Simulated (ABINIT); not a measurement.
Crystal: C.

```xyz
12
Lattice="2.5221 0.0000 0.0000 -1.2611 2.1842 0.0000 0.0000 0.0000 12.3557" Properties=species:S:1:pos:R:3 pbc="T T T"
C     1.2611    0.7281    4.3760
C     0.0000    1.4561   10.5539
C     1.2611    0.7281    1.8018
C     0.0000    1.4561    7.9797
C     1.2611    0.7281    5.9205
C     0.0000    1.4561   12.0983
C     1.2611    0.7281    0.2574
C     0.0000    1.4561    6.4352
C     0.0000    0.0000   10.0390
C     0.0000    0.0000    3.8612
C     0.0000    0.0000    8.4945
C     0.0000    0.0000    2.3167
```

This is a hexagonal form of diamond, not graphite.

Base run:

* Program: ABINIT 10.8.3 (patched build)
* Functional: PBE
* Potentials or basis: JTH PAW PBE v2.0
* Cutoff: 544 eV
* k mesh: 7 × 7 × 2
* Occupations: fermi-dirac, width 0.05 eV
* Spin: no spin polarisation

Its results: band gap on the k mesh 4.41 eV, indirect (least direct gap 5.30 eV); pressure 1.6 GPa; largest force 0.335 eV/Å.

**Question.** After a change of settings the same cell gave: band gap on the k mesh 4.27 eV, indirect (least direct gap 5.24 eV); pressure -5.0 GPa; largest force 0.342 eV/Å. Which change was it?
A. cutoff from 544 eV to 517 eV; k mesh from 7 × 7 × 2 to 12 × 12 × 3; fine-grid cutoff from 1088.46 eV to 1034.03 eV
B. functional from PBE to PBEsol
C. k mesh from 7 × 7 × 2 to 10 × 10 × 2
D. functional from PBE to LDA; potentials or basis from JTH PAW PBE v2.0 to JTH PAW LDA v2.0

**Answer.** B.

PBEsol binds more tightly than PBE, so the same cell stands under less pressure.

Caveats: an odd mesh through Γ misses points on the zone boundary, where band edges often lie; the PAW data sets were made with another functional, which shifts forces and pressure a little (some runs).

Not every run made on this cell is shown here.
